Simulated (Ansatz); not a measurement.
**Structures of Ti₂O: which is lowest?**

Plane-wave DFT in Ansatz with scalar-relativistic PAW potentials, cutoff 500 eV, Γ-centred meshes chosen by cell and gap, Gaussian smearing with energies taken to zero width. Every cell was relaxed (cell and atoms) in a run of its own, within the symmetry of its start. Functional: r2SCAN.

Relaxed structures (starts from databases or built by putting these elements on another compound's sites):
A. P6_3/mmc, 6 atoms in the computed cell, a = 2.903 Å, c = 10.018 Å; sites (symmetry × multiplicity) Ti 3m. × 4, O -6m2 × 2; start: built
B. P-3m1, 3 atoms in the computed cell, a = 2.951 Å, c = 4.813 Å; sites (symmetry × multiplicity) Ti 3m. × 2, O -3m. × 1; start: database

Problem. Rank them by energy. Could pressure change the order?

Solution.
| structure | group | E − E(lowest) (meV/atom) | V (Å³/atom) | gap on mesh (eV) |
| --- | --- | --- | --- | --- |
| B | P-3m1 | 0.0 | 12.10 | 0.00 |
| A | P6_3/mmc | 95 | 12.19 | 0.00 |

B is lowest, 95 meV/atom under A. The lowest is also the densest of these, so pressure wouldn't bring one of the others in at first order. Other structures may lie lower than all of these, and vibrations aren't counted.

Spin polarisation was left out, and a magnetic state may lie lower.